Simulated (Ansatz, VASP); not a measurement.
# One calculation of Al2O3, two programs

INCAR

```
SYSTEM = Al2O3
PREC = Accurate
ENCUT = 520
EDIFF = 1E-7
ISMEAR = -1
SIGMA = 0.05
LREAL = .False.
LASPH = .True.
NELM = 100
ALGO = Normal
ISIF = 2
LWAVE = .False.
LCHARG = .False.
GGA = PE
NBANDS = 20
```

File KPOINTS:

```
Automatic mesh
0
Gamma
  11 11 3
  0 0 0
```

POSCAR

```
Al2O3
1.0
    2.9222809450      0.0000000000      0.0000000000
   -1.4611404726      2.5307695354      0.0000000000
    0.0000000000      0.0000000000      9.4596205823
Al O
2 3
Direct
    0.0000000000      0.0000000000      0.8500076700
    0.0000000000      0.0000000000      0.1499923300
    0.3333333333      0.6666666667      0.7776830800
    0.6666666667      0.3333333333      0.0000000000
    0.3333333333      0.6666666667      0.2223169200
```

input.yaml

```yaml
crystal:
  lattice:
    - [2.922280945, 0.0, 0.0]
    - [-1.4611404726, 2.5307695354, 0.0]
    - [0.0, 0.0, 9.4596205823]
  atoms:
    - { symbol: Al, position: [0.0, 0.0, 0.85000767] }
    - { symbol: Al, position: [0.0, 0.0, 0.14999233] }
    - { symbol: O, position: [0.3333333333, 0.6666666667, 0.77768308] }
    - { symbol: O, position: [0.6666666667, 0.3333333333, 0.0] }
    - { symbol: O, position: [0.3333333333, 0.6666666667, 0.22231692] }
hamiltonian:
  xc: pbe
  pseudopotentials: { kind: paw }
kpoints:
  mp_grid: { grid: [11, 11, 3] }
scf:
  occupations: { method: fermi_dirac, width: 0.05 }
output:
  forces: true
  stress: true
  eigenvalues: true
```

Change from the starting cell: volume scaled by 1.04.

Alike in both runs: task single point; functional PBE; k mesh 11 × 11 × 3; occupations fermi-dirac, width 0.05 eV; no spin polarisation.

```csv
,VASP,Ansatz
version,VASP 6.6.1,Ansatz 0.2.0
potentials or method,"VASP PAW PBE potentials, release 64 (Al, O)",Ansatz PAW
plane-wave cutoff (eV),520,420
valence electrons in the cell,24,24
```

```tsv
	VASP	Ansatz	Ansatz less VASP
gap on the k mesh at the Fermi level (eV)	4.44	4.46	+0.020
least direct gap on the mesh (eV)	4.65	4.67	+0.018
pressure (GPa)	-5.1	-5.0	+0.02
largest component of the traceless stress (GPa)	1.58	1.76	+0.181
rms of the force components (eV/Å)	0.158	0.144	-0.0136
```

Atom by atom the forces differ by 0.017 eV/Å (rms over components).

Caveats: an odd mesh through Γ misses points on the zone boundary, where band edges often lie (VASP); odd divisions of the mesh miss points on the zone boundary, where band edges often lie, so the gap on the mesh can be too wide (Ansatz); the pressure holds a Pulay correction of +0.5 GPa for the finite cutoff (Ansatz).
